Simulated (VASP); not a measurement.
Write the native input for VASP 6.6.1 that does the following.

| Quantity | Value |
| --- | --- |
| Task | relaxation of the atoms |
| Functional | RPBE |
| Potentials or basis | VASP PAW PBE potentials, release 64 (Co) |
| Cutoff | 520 eV |
| k mesh | 10 × 10 × 1 |
| Occupations | fermi-dirac, width 0.05 eV |
| Spin | collinear spin, ferromagnetic start |
| Starting moments | [2.0] μB |
| Dipole correction | yes |
| Atoms held fixed (from 0) | [0] |
| Further INCAR settings | ALGO = Normal; EDIFF = 1e-07; IBRION = 2; EDIFFG = -0.01; NSW = 60 |

The structure of Co lies in POSCAR:

```
Co
1.0
    2.3471500000      0.0000000000      0.0000000000
   -1.1735800000      2.0326900000      0.0000000000
    0.0000000000      0.0000000000     23.8000000000
Co
1
Selective dynamics
Direct
    0.0000000000      0.0000000000      0.2941200000  F F F
```

The cell was built by a generator and needn't be a form met in nature.

The input as run:

INCAR

```
SYSTEM = Co
  PREC = Accurate
  ENCUT = 520
  EDIFF = 1E-7
  ISMEAR = -1
  SIGMA = 0.05
  LREAL = .FALSE.
  LASPH = .TRUE.
  NELM = 100
  ALGO = Normal
  ISIF = 2
  LWAVE = .FALSE.
  LCHARG = .FALSE.
  ISPIN = 2
  MAGMOM = 2
  LORBIT = 11
  LMAXMIX = 4
  LDIPOL = .TRUE.
  IDIPOL = 3
  DIPOL = 0.5 0.5 0.294
  GGA = RP
  IBRION = 2
  NSW = 60
  EDIFFG = -0.01
```

KPOINTS

```
regular mesh
0
G
  10 10 1
  0 0 0
```

Potentials or basis: VASP PAW PBE potentials, release 64 (Co).

Command:

```sh
$ cat potpaw_PBE.64/Co/POTCAR > POTCAR
$ mpirun -np 1 vasp_std > vasp.out
```

It gave:

```
Band gap on the k mesh                                : none (metal or under the smearing width)
Net moment                                            : 1.74 μB per cell
Site moments                                          : Co +1.78 μB
Valence electrons inside the program's atomic spheres : Co 8.14
```

Caveat: the relaxation stopped at its first step, so nothing moved.

It took 83 s on 1 thread of Intel(R) Xeon(R) Platinum 8488C (Sapphire Rapids), with other jobs on the host, peak memory 0.26 GiB.
